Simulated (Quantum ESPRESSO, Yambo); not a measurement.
# As (buckled honeycomb monolayer): G0W0 with Yambo, start to end, part 2 of 2

Wanted: ground state, empty states, screening and self-energy for As (buckled honeycomb monolayer).

Quantum ESPRESSO 7.5 and Yambo 5.3.0; PBE and many-body steps on it, plane waves. Known limits of the many-body steps: not at the basis limit; exchange with frozen shells missing; no spin-orbit coupling.

So far. Step 3 (Bands along the symmetry lines): The gap is 1.622 eV, −0.015 eV from the run before at this level. Step 4 (Empty states on the mesh, 6×6×1 mesh, 225 bands): On this mesh the gap is 1.638 eV.

### Step 5. Conversion and set-up

This step: Yambo 5.3.0; conversion and set-up on PBE, plane waves, norm-conserving pseudopotentials.

The states are converted to the many-body program's format and the q mesh is built.

Launch:

```console
> (cd o/x.save; p2y > p2y.log; mv SAVE ../..); yambo > setup.log
```

Output:

```text
 Yambo, version 5.3.0

 [02] CORE Variables Setup
 =========================

  [02.01] Unit cells
  ==================

  Cell kind             :  HCP
  Atoms in the cell     :  As
  number of As atoms    :  2

  List of atomic masses
  Mass of As    :  74.92200

  List of atomic coordinates    : [cc]
  As1       : -0.40422E-09   3.9402       11.915      order 1
  As2       :   3.41227   1.97008  14.54165  order 2

  Alat factors          :   6.82454   5.91023  26.45617 [a.u.]
  Direct lattice volume :   1067.10    [a.u.]
  Direct lattice vectors:  A[ 1 ]  A[ 2 ]  A[ 3 ]
   A[ 1 ]:  1.000000  0.000000  0.000000  [iru]
   6.824543  0.000000  0.000000  [cc]
   A[ 2 ]: -0.500000  1.000000  0.000000  [iru]
  -3.412272  5.910228  0.000000  [cc]
   A[ 3 ]:  0.000000  0.000000  1.000000  [iru]
    0.00000   0.00000  26.45617  [cc]

  Recip. lattice volume :  0.232453 [a.u.]
  Recip. lattice vectors:  B[ 1 ]  B[ 2 ]  B[ 3 ]
   B[ 1 ]:  1.000000  0.500000  0.000000  [iku]
   0.920675  0.531552 -0.000000  [cc]
   B[ 2 ]:  0.000000  1.000000  0.000000  [iku]
   0.000000  1.063104  0.000000  [cc]
   B[ 3 ]:  0.000000  0.000000  1.000000  [iku]
   0.000000 -0.000000  0.237494  [cc]

  [02.02] Symmetries
  ==================

  Inversion symmetry    : yes
  Spatial inversion     : yes
  Inversion index       :   7
  K-space Time-reversal : no
  Magnetic symmetries   : no
  Group table correct   : yes
  Symmetries units      :  [cc]

   [S  1]:   1.0000       0.0000       0.0000      0.56473E-16   1.0000       0.0000       0.0000       0.0000       1.0000
   [S  2]:   1.0000       0.0000       0.0000      0.31974E-10  -1.0000       0.0000       0.0000       0.0000      -1.0000
   [S  3]: -0.500000  0.866025  0.000000 -0.866025 -0.500000  0.000000  0.000000  0.000000  1.000000
[...]
[S 11]:  0.500000  0.866025  0.000000  0.866025 -0.500000  0.000000  0.000000  0.000000  1.000000
   [S 12]:  0.500000 -0.866025  0.000000 -0.866025 -0.500000  0.000000  0.000000  0.000000  1.000000

  [02.03] Reciprocal space
  ========================

  nG shells         :   4412
  nG charge         :   95457
  nG WFs            :  14603
  nC WFs            :  12049
  G-vecs. in first 80 shells:  [ Number ]
     1    3    5    7    9   15   27   39   41
    53   55   67   79   81   93   99  111  113
   125  137  149  161  167  169  181  193  205
[...]
809   811   823   835   859   865   877   889
  ...
  Shell energy in first 80 shells:  [ mHa ]
[...]
4970.93      5080.55      5085.85      5107.70      5114.05      5198.66      5331.19      5337.55      5339.67
    5527.54      5537.08      5672.79      5756.34      5760.57      5790.90      6092.64      6101.12      6240.00
    6321.43      6345.39      6461.38      6467.74      6775.84      6781.14      6809.34      6890.76
  ...

  [02.04] K-grid lattice
  ======================

[...]
K/Q-points units:
  rlu = crystal or reduced units; cc = cartesian coordinates; iku = interal k-units

  K [1]          [rlu]:  0.000000  0.000000  0.000000
         WF components:  12049
  K [2]          [rlu]:  0.000000  0.166667  0.000000
         WF components:  11975
  K [3]          [rlu]:  0.000000  0.333333  0.000000
         WF components:  11944
  K [4]          [rlu]:  0.000000 -0.500000  0.000000
         WF components:  11918
  K [5]          [rlu]:  0.166667  0.166667  0.000000
         WF components:  11931
  K [6]          [rlu]:  0.166667  0.333333  0.000000
         WF components:  11931
  K [7]          [rlu]:  0.333333  0.333333  0.000000
         WF components:  11952

  [02.05] Energies & Occupations
  ==============================

  [X] === General ===
  [X] Electronic Temperature                        :  0.000000  0.000000 [eV K]
  [X] Bosonic    Temperature                        :  0.000000  0.000000 [eV K]
  [X] Finite Temperature mode                       : no
  [X] El. density                                   :  0.18972E+24 [cm-3]
  [X] Fermi Level                                   : -1.190779 [eV]

  [X] === Gaps and Widths ===
  [X] Conduction Band Min                           :  1.637909 [eV]
  [X] Valence Band Max                              :  0.000000 [eV]
  [X] Filled Bands                                  :  15
  [X] Empty Bands                                   :   16  225
  [X] Direct Gap                                    :  1.935692 [eV]
  [X] Direct Gap localized at k                     :  1
  [X] Indirect Gap                                  :  1.637909 [eV]
  [X] Indirect Gap between kpts                     :  1  3
  [X] Last valence band width                       :  1.955912 [eV]
  [X] 1st conduction band width                     :  1.154846 [eV]

  E @ K [1]:  [eV]
  -35.19645 -35.19645 -35.16526 -35.16526 -35.09550 -35.08562 -35.08562 -35.03644
[...]
occ @ K [1]
[...]
E @ K [2]:  [eV]
[...]
occ @ K [2]
[...]
E @ K [3]:  [eV]
[...]
occ @ K [3]
[...]
E @ K [4]:  [eV]
[...]
occ @ K [4]
[...]
E @ K [5]:  [eV]
[...]
occ @ K [5]
[...]
E @ K [6]:  [eV]
[...]
occ @ K [6]
[...]
E @ K [7]:  [eV]
[...]
occ @ K [7]
[...]
0.000000  0.000000  0.000000  0.000000  0.000000  0.000000  0.000000  0.000000
   0.000000  0.000000  0.000000  0.000000  0.000000  0.000000  0.000000  0.000000

 [03] Transferred momenta grid and indexing
 ==========================================

 IBZ Q-points                                      :   7
 BZ  Q-points                                      :   36

 K/Q-points units:
 rlu = crystal or reduced units; cc = cartesian coordinates; iku = interal k-units

 Q [1]          [rlu]:  0.000000  0.000000  0.000000
 Q [2]          [rlu]:  0.10868E-16  0.16667       0.0000
 Q [3]          [rlu]:  0.21736E-16  0.33333       0.0000
 Q [4]          [rlu]: -0.32605E-16 -0.50000       0.0000
 Q [5]          [rlu]:  0.166667  0.166667  0.000000
 Q [6]          [rlu]:  0.166667  0.333333  0.000000
 Q [7]          [rlu]:  0.333333  0.333333  0.000000

  [03.01] X indexes
  =================

   [03.01.01] Sigma indexes
   ========================

 [06] Game Over & Game summary
```

The job ended after 2.3 s (1 MPI rank of Arm Neoverse V1, shared host; peak memory 0.25 GiB).

### Step 6. Screening and self-energy, 6×6×1 mesh, 225 bands, screening to 163.3 eV

G0W0 replaces the xc potential by the self-energy, built once from these orbitals. Only a window of levels is corrected, while the sums run over the empty bands that the input names.

This step: G0W0 on PBE, plane waves, norm-conserving pseudopotentials.

File gw3.in:

```
HF_and_locXC
gw0
dyson
ppa
em1d
rim_cut
rim_w
RandQpts= 3000000
RandGvec= 100 RL
CUTGeo= "slab z"
RandGvecW= 9 RL
EXXRLvcs= 76 Ry
VXCRLvcs= 304 Ry
Chimod= "HARTREE"
% BndsRnXp
 1 | 225 |
%
NGsBlkXp= 12 Ry
% LongDrXp
 1 | 1 | 0 |
%
% GbndRnge
 1 | 225 |
%
DysSolver= "n"
ExtendOut
PPAPntXp= 27.21138 eV
% QPkrange
 1 | 1 | 14 | 17 |
 3 | 3 | 14 | 17 |
%
```

Launch:

```console
> OMP_NUM_THREADS=1 mpirun -n 4 yambo -F gw3.in -J gw3 -C gw3 > gw3.log
```

Output:

```text
 Yambo, version 5.3.0

 [02] CORE Variables Setup
 =========================

  [... cell, symmetries and grids as in the set-up ...]

  [02.05] Energies & Occupations
  ==============================

  [X] === General ===
  [X] Electronic Temperature                        :  0.000000  0.000000 [eV K]
  [X] Bosonic    Temperature                        :  0.000000  0.000000 [eV K]
  [X] Finite Temperature mode                       : no
  [X] El. density                                   :  0.18972E+24 [cm-3]
  [X] Fermi Level                                   : -1.190779 [eV]

  [X] === Gaps and Widths ===
  [X] Conduction Band Min                           :  1.637909 [eV]
  [X] Valence Band Max                              :  0.000000 [eV]
  [X] Filled Bands                                  :  15
  [X] Empty Bands                                   :   16  225
  [X] Direct Gap                                    :  1.935692 [eV]
  [X] Direct Gap localized at k                     :  1
  [X] Indirect Gap                                  :  1.637909 [eV]
  [X] Indirect Gap between kpts                     :  1  3
  [X] Last valence band width                       :  1.955912 [eV]
  [X] 1st conduction band width                     :  1.154846 [eV]

 [03] Transferred momenta grid and indexing
 ==========================================

 IBZ Q-points                                      :   7
 BZ  Q-points                                      :   36

 K/Q-points units:
 rlu = crystal or reduced units; cc = cartesian coordinates; iku = interal k-units

 Q [1]          [rlu]:  0.000000  0.000000  0.000000
 Q [2]          [rlu]:  0.10868E-16  0.16667       0.0000
 Q [3]          [rlu]:  0.21736E-16  0.33333       0.0000
 Q [4]          [rlu]: -0.32605E-16 -0.50000       0.0000
 Q [5]          [rlu]:  0.166667  0.166667  0.000000
 Q [6]          [rlu]:  0.166667  0.333333  0.000000
 Q [7]          [rlu]:  0.333333  0.333333  0.000000

 [04] Coloumb potential Random Integration (RIM)
 ===============================================

 Performing RIM of v_slab

  [04.01] RIM initialization
  ==========================

  * Diagonal components only detected *

  8 x (sBL volume)        :  0.051656 [a.u.]
  sBZ random points       :  3000000
  Points outside the sBZ  :  24000829
  RL volume               :  0.232453 [a.u.]
  Integrated volume       :  0.232445 [a.u.]

  [04.02] RIM integrals
  =====================

  Gamma point sphere radius             :  0.041603 [a.u.]
  Points outside the sphere             :  2398884
  [Int_sBZ(q=0) 1/q^2]*(Vol_sBZ)^(-1/3) =:  7.487273
                                 should be <:  7.795600

  Summary of Coulomb integrals for non-metallic bands |Q|[au] RIM/Bare

  Q [1] 0.100000E-4 0.960449 * Q [2] 0.177184 0.997450
  Q [5] 0.306892 1.024425 * Q [3] 0.354368 1.023516
  Q [6] 0.468785 1.017616 * Q [4] 0.531552 1.014593
  Q [7] 0.613783 1.011288
  Non-periodic chartesian directions : none
  Optical renormalization            :  26.45617 [au]
  Polarizability dimension           : length

 [05] Coloumb potential CutOffslab
 =================================

 Cut directionsZ
 Slab Cutoff:Z
 Symmetry test passed : yes

 [06] Dipoles
 ============

  [06.01] Setup: observables and procedures
  =========================================

 [07] Dynamic Dielectric Matrix (PPA)
 ====================================

 [WR./gw3//ndb.pp]---------------------------------------------------------------
  Brillouin Zone Q/K grids (IBZ/BZ)                :    7   36    7   36
  RL vectors                                       :  14617 [WF]
  Coulomb cutoff potential                         : slab z
  Electronic Temperature                           :  0.000000 [K]
  Bosonic    Temperature                           :  0.000000 [K]
  PPA    diel. fun.  energies                      : Perdew, Burke & Ernzerhof(X)+Perdew, Burke & Ernzerhof(C)
  wavefunctions                                    : Perdew, Burke & Ernzerhof(X)+Perdew, Burke & Ernzerhof(C)
  Global Gauge                                     : length
  X matrix size                                    :   761
  X band range                                     :    1  225
  X e/h energy range                               : -1.000000 -1.000000 [eV]
  X Time ordering                                  : R
  X Hxc Kernel                                     : HARTREE
  X Drude frequency                                :  0.000000  0.000000
  X poles                                          :  100.0000 [o/o]
  RL vectors in the sum                            :  14617
  [r,Vnl] included                                 : yes
  Field direction                                  :  0.707107E-5  0.707107E-5   0.00000
  BZ energy Double Grid                            : no
  BZ energy DbGd points                            : 0
  BZ Q point size factor                           : -1.000000
  X Optical Averaged directions                    : none

 [08] Local Exchange-Correlation + Non-Local Fock
 ================================================

 [VXC] Plane waves :   95457
 [EXS] Plane waves :  12073

 QP @ state[ 1 ] K range:  1  1
 QP @ state[ 1 ] b range:  14  17
 QP @ state[ 2 ] K range:  3  3
 QP @ state[ 2 ] b range:  14  17

 [xc] Functional : Perdew, Burke & Ernzerhof(X)+Perdew, Burke & Ernzerhof(C)
 [xc] LIBXC used to calculate xc functional
  PP Number of Atomic Species                      :  1
  NLCC RL compoments                               :   95457
  PP Number of Atomic Species                      :  1
  NLCC RL compoments                               :   95457

 [xc] E_xc :  -21.87158 [Ha]
      E_xc :  -43.74316 [Ry]

  Local XC kind (lXC) : Perdew, Burke & Ernzerhof(X)+Perdew, Burke & Ernzerhof(C)
  Non-Local XC kind (nlXC) : Hartree-Fock

  Corrections @ K [1] :  [eV]
 <14|nlXC|14> = -15.51940  0.15273E-16 <14|lXC|14> = -13.27479  0.37763E-15
 <15|nlXC|15> = -15.51942 -0.67393E-19 <15|lXC|15> = -13.27479  0.47204E-16
 <16|nlXC|16> = -8.987752  0.27266E-17 <16|lXC|16> = -12.19209  0.18882E-15
 <17|nlXC|17> = -9.078108  0.65884E-18 <17|lXC|17> = -12.53426  0.000000

  Corrections @ K [3] :  [eV]
 <14|nlXC|14> = -15.53026 -0.75883E-18 <14|lXC|14> = -12.67475  0.28323E-15
 <15|nlXC|15> = -14.72921  0.11610E-17 <15|lXC|15> = -11.95550  0.000000
 <16|nlXC|16> = -7.644538 -0.11310E-17 <16|lXC|16> = -10.51954  0.14161E-15
 <17|nlXC|17> = -6.598290  0.19190E-17 <17|lXC|17> = -10.33825 -0.94408E-16

 [09] Dyson equation: Newton solver
 ==================================

  [09.01] RIM-W interpolation
  ===========================

  [WARNING] RIM-W works only for 2D semiconductors with slab cutoff
  Found compatible q grid: 2D
  q_min[ 1 ]:  0.16667      0.11217E-11   0.0000     [rlu]
   0.166667  0.083333  0.000000 [iku]
  q_min[ 2 ]:  0.10868E-16  0.16667       0.0000     [rlu]
   0.10868E-16  0.16667       0.0000     [iku]
  G-vectors :   9
  G-vectors loaded:   63
  Number of interpolated frequencies:  2

  Evaluating coefficients q = 0
  Evaluating coefficients q = 0

  [09.02] RIM-W integrals
  =======================

  8 x (sBL volume)        :  0.051656 [a.u.]
  sBZ random points       :  3000000
  Points outside the sBZ  :  24000829
  RL volume               :  0.232453 [a.u.]
  Integrated volume       :  0.232445 [a.u.]

  [09.03] RIM integrals
  =====================

  Comparison between head Wc = W - v averages: < Wc > [au] RIM-W/RIM

   < -Wc [Q = 1] > 0.365486E-1 0.488613E-4 * < -Wc [Q = 2] > 0.005335 0.005145
   < -Wc [Q = 3] > 0.977238E-3 0.956054E-3 * < -Wc [Q = 4] > 0.326682E-3 0.322823E-3
   < -Wc [Q = 5] > 0.001434 0.001400 * < -Wc [Q = 6] > 0.470031E-3 0.465040E-3
   < -Wc [Q = 7] > 0.218977E-3 0.217510E-3

  Comparison between head Wc = W - v averages: < Wc > [au] RIM-W/RIM

   < -Wc [G = 1,G`=0] > 0.365486E-1 0.488613E-4 * < -Wc [G = 2,G`=0] >-0.002026 0.000000
   < -Wc [G = 3,G`=0] >-0.002026 0.000000 * < -Wc [G = 4,G`=0] > 0.703700E-4  0.00000
   < -Wc [G = 5,G`=0] > 0.703908E-4  0.00000 * < -Wc [G = 6,G`=0] > 0.521254E-4  0.00000
   < -Wc [G = 7,G`=0] > 0.520993E-4  0.00000 * < -Wc [G = 8,G`=0] >-0.170758E-4  0.00000
   < -Wc [G = 9,G`=0] >-0.170735E-4  0.00000

 [10] G0W0 (W PPA)
 =================

 [  GW  ] Bands range     :    1  225
 [GW/PPA] G damping       :  0.100000 [eV]

 QP @ state[ 1 ] K range:  1  1
 QP @ state[ 1 ] b range:  14  17
 QP @ state[ 2 ] K range:  3  3
 QP @ state[ 2 ] b range:  14  17

  Sc/G bands                                       :    1  225
  Sc/G damping                                     :  0.100000 ev
  Sc bands terminator                              : no
  Sx RL components                                 :  12073

  QP @ state[ 1 ] K range                          :  1  1
  QP @ state[ 1 ] b range                          :  14  17
  QP @ state[ 2 ] K range                          :  3  3
  QP @ state[ 2 ] b range                          :  14  17
  GF energies kind                                 : Perdew, Burke & Ernzerhof(X)+Perdew, Burke & Ernzerhof(C)
  GF WF`s kind                                     : Perdew, Burke & Ernzerhof(X)+Perdew, Burke & Ernzerhof(C)
  Xs energies kind                                 : Perdew, Burke & Ernzerhof(X)+Perdew, Burke & Ernzerhof(C)
  Xs WF`s kind                                     : Perdew, Burke & Ernzerhof(X)+Perdew, Burke & Ernzerhof(C)

 [14] Game Over & Game summary
```

Elapsed: 14 min, on 4 MPI ranks; peak memory 2.9 GiB; 54 min of CPU time.

This step gave:

```yaml
g0w0_gap_on_the_points_computed: 2.904 eV
starting_gap_on_the_mesh: 1.638 eV
k_of_the_valence_top: 0, 0, 0
k_of_the_conduction_bottom: 0, 0.3333, 0
least_direct_g0w0_gap_on_the_computed_points: 3.249 eV
z_at_the_valence_top: 0.7383
z_at_the_conduction_bottom: 0.7458
```

The gap on the mesh goes from 1.64 eV to 2.90 eV, a correction of +1.27 eV.

Limits: finite bands, cutoff and mesh; exchange with frozen shells missing; no spin-orbit coupling. v1 is the top filled band, c1 the lowest empty one. The levels before and after the correction (eV, zero at the valence-band top of each column):

```csv
,conduction bottom,valence top
Kohn-Sham,1.64,0.00
G0W0,2.90,0.00
```

```csv
,level,energy (eV)
Kohn-Sham,Γ v2-v1,0.000
Kohn-Sham,Γ c1,1.936
Kohn-Sham,Γ c2,3.493
Kohn-Sham,(0 0.333 0) v2,-1.527
Kohn-Sham,(0 0.333 0) v1,-0.737
Kohn-Sham,(0 0.333 0) c1,1.638
Kohn-Sham,(0 0.333 0) c2,3.860
G0W0,Γ v2-v1,0.000
G0W0,Γ c1,3.249
G0W0,Γ c2,4.788
G0W0,(0 0.333 0) v2,-1.558
G0W0,(0 0.333 0) v1,-0.837
G0W0,(0 0.333 0) c1,2.904
G0W0,(0 0.333 0) c2,5.225
```

### Step 7. Where the time went

Times are wall times on the hardware named with each run, good to a factor of about two.

```csv
step,time,share,memory (GiB)
ground state,21 s,2 %,0.5
bands along the symmetry lines,9.8 s,1 %,0.38
empty states on the mesh,59 s,7 %,1.1
conversion and set-up,2.3 s,0 %,0.25
screening and self-energy,14 min,90 %,2.9
```

### Step 8. Results

| Property | Result |
| --- | --- |
| PBE gap | 1.62 eV, indirect |
| G0W0 gap on the mesh | 2.90 eV |
| GW settings | 6×6×1 mesh, 225 bands, screening to 163.3 eV, Godby-Needs plasmon pole |
| known limits | not at the basis limit; exchange with frozen shells missing; no spin-orbit coupling |

G0W0 moves the gap on the mesh from 1.64 eV to 2.90 eV (+1.27 eV), with Z of 0.74 and 0.75 at the edges. Only 2 of the mesh's irreducible points were corrected, so a valley elsewhere could overtake. The dearest step here is «screening and self-energy». Bands and cutoff are finite, so the gap is not at the basis limit. The miss can reach some tenths of an eV and take either sign; the mesh is an error of its own. In the G0W0 run levels were corrected at 2 k points alone, so a gap called «on the mesh» is the least over those, and an edge elsewhere would be missed. The norm-conserving file of at least one element keeps a d shell over frozen s and p shells of the same row. Exchange with those shells is missing from the self-energy, an error of 0.3 to 0.9 eV in cases checked, whose sign depends on which edge lies on those atoms. The many-body steps are scalar-relativistic: spin-orbit coupling is not in them.

[Paths, hosts, dates, memory and timing lines, banners, echoed tables and standing remarks are left out of the program output.]

[Logs are printed without paths, hosts, clocks, repeated set-up lines and the standing remarks that a program may print on its own settings, such as how far it seeks lower states.]

[Runs of the session that timed out or met a known fault of the program may be left out.]

[Hosts, paths, dates, database ids (printed as entryN), source tags and the programs' standing remarks are cut or masked in the printed files.]
